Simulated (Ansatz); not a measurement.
Write the native input for Ansatz 0.2.0 that does the following.

```yaml
Task: band structure
Functional: LDA
Potentials_or_basis: Ansatz PAW
Cutoff: "420 eV (not typed: the program's choice for these potentials)"
k_mesh: 9 × 9 × 9
Occupations: fermi-dirac, width 0.05 eV
Spin: no spin polarisation
Path: "[[\"G\", \"X\", \"Y\", \"S\", \"G\", \"Z\", \"S1\", \"N\", \"P\", \"Y1\", \"Z\"], [\"X\", \"P\"]]"
Points_for_each_segment_of_the_path: 14
```

Crystal: NbP.

```xyz
4
Lattice="-1.6749 1.6749 5.7401 1.6749 -1.6749 5.7401 1.6749 1.6749 -5.7401" Properties=species:S:1:pos:R:3 pbc="T T T"
Nb    1.6749    0.0000    2.8687
Nb    0.0000    0.0000    5.7387
P     0.0000    1.6749    3.8200
P     0.0000    0.0000    0.9500
```

The cell is a database's computed one.

These files were run (other wordings do the same):

input.yaml

```yaml
crystal:
  lattice:
    - [-1.6749232544, 1.6749232544, 5.7401081759]
    - [1.6749232544, -1.6749232544, 5.7401081759]
    - [1.6749232544, 1.6749232544, -5.7401081759]
  atoms:
    - { symbol: Nb, position: [0.2498808, 0.7498808, 0.5] }
    - { symbol: Nb, position: [0.4998808, 0.4998808, 0.0] }
    - { symbol: P, position: [0.83274777, 0.33274777, 0.5] }
    - { symbol: P, position: [0.08274777, 0.08274777, 0.0] }
hamiltonian:
  xc: lda
  pseudopotentials: { kind: paw }
kpoints:
  mp_grid: { grid: [9, 9, 9] }
  band_path:
    path:
      - [[0.0, 0.0, 0.0], [-0.5, 0.5, 0.0], [-0.5, 0.5, -0.0425715708], [-0.2712857854, 0.2712857854, -0.2712857854], [0.0, 0.0, 0.0], [0.5, 0.5, -0.5], [0.2712857854, 0.7287142146, -0.7287142146], [0.0, 0.5, -0.5], [-0.25, 0.75, -0.25], [0.0425715708, 0.9574284292, -0.5], [0.5, 0.5, -0.5]]
      - [[-0.5, 0.5, 0.0], [-0.25, 0.75, -0.25]]
    npoints: 14
scf:
  occupations: { method: fermi_dirac, width: 0.05 }
  n_extra_bands: 10
output:
  forces: true
  stress: true
  eigenvalues: true
  fatbands: true
  write_density: true
  write_potential: true
  elf: true
  volumetric_format: npy
```

Potentials or basis: Ansatz PAW.

Launch:

```console
$ ansatz run input.yaml --threads 2 --pin off --max-ram 5632MiB --backend cpu --events-out ev --progress --plain --runs-dir out
```

Results of the run:

The pressure is -9.3 GPa, the largest force is 0.010 eV/Å and the band gap on the k mesh is none (metal or under the smearing width).

Caveat: the PAW data sets come from PBE, with cores solved anew for the run's functional, which leaves a small shift of forces and pressure.

Wall time 22 s on 2 threads of AMD EPYC 7R43 64-Core Processor (Zen 3), on a shared host, peak memory 0.49 GiB.
